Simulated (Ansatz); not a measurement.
# InSb: the cost of one run

Computed with Ansatz 0.2.0 (DFT PBE, scalar-relativistic, plane waves, PAW, unless a step's input says otherwise).

## Step 1: The system as given

The structure is cubic, space group Fm-3m (No. 225). The conventional cell has a = 6.150 Å, b = 6.150 Å, c = 6.150 Å, α = 90.00°, β = 90.00°, γ = 90.00°. In (site symmetry m-3m) has 6 Sb at 3.08 Å as nearest neighbours. Sb (site symmetry m-3m) has 6 In at 3.08 Å as nearest neighbours.

Structure file:

```
CELL_PARAMETERS angstrom
0.00000 3.07518 3.07518
3.07518 0.00000 3.07518
3.07518 3.07518 0.00000
ATOMIC_POSITIONS crystal
In 0.00000 0.00000 0.00000
Sb 0.50000 0.50000 0.50000
```

It goes back to an entry of the Materials Project, which need not be the stable form.

It is the result of an earlier relaxation at this level (volume 29.08 Å³/atom; gap on the mesh: none (metal)).

## Step 2: Plan of the line

The energy is mapped over a normal mode and a strain (zone-centre modes of the cell shown) (x along [1 0 0], y along [0 1 0], z along [0 0 1] of the conventional cell).

- amplitude of mode 4 (97 cm⁻¹), largest displacement in the unstrained cell: 7 values from −0.198 to 0.198 Å
- normal strain along x: 7 values from −7.00 to 7.00 %

Nothing else is relaxed (the pattern is fixed in fractional coordinates). Energies count from the relaxed high-symmetry cell. Points are written as (first, second).

The modes come from a phonon run on the reference cell, made beforehand.

The patterns, per unit of each coordinate (Å):

```
atom      x1     y1     z1
 In1   1.000  0.000  0.000
 Sb2  -0.943  0.000  0.000
```

## Step 3: Grid point (−0.132 Å, −7.00 %)

File input.yaml:

```yaml
crystal:
  lattice:
    - [0.0, 3.0751837979, 3.0751837979]
    - [2.859920932, 0.0, 3.0751837979]
    - [2.859920932, 3.0751837979, 0.0]
  atoms:
    - { symbol: In, position: [0.0214621318, -0.0214621318, -0.0214621318] }
    - { symbol: Sb, position: [0.4797615058, 0.5202384942, 0.5202384942] }
basis:
  ecutwfc: 420
kpoints:
  mp_grid: { grid: [12, 12, 12] }
hamiltonian:
  xc: pbe
  pseudopotentials: { kind: paw, azcp: { folder: soft_1 } }
scf:
  occupations: { method: gaussian, width: 0.15 }
output:
  forces: true
  stress: true
  eigenvalues: true
```

On the command line:

```console
$ ansatz run input.yaml --threads 1 --pin off --max-ram 2048MiB --backend cpu --events-out ev --progress --plain --runs-dir out
```

**Question.** How long does this run take on 1 thread of Arm Neoverse N1, shared host, and how much memory does it need?

About 26 s, with a peak of 0.43 GiB.
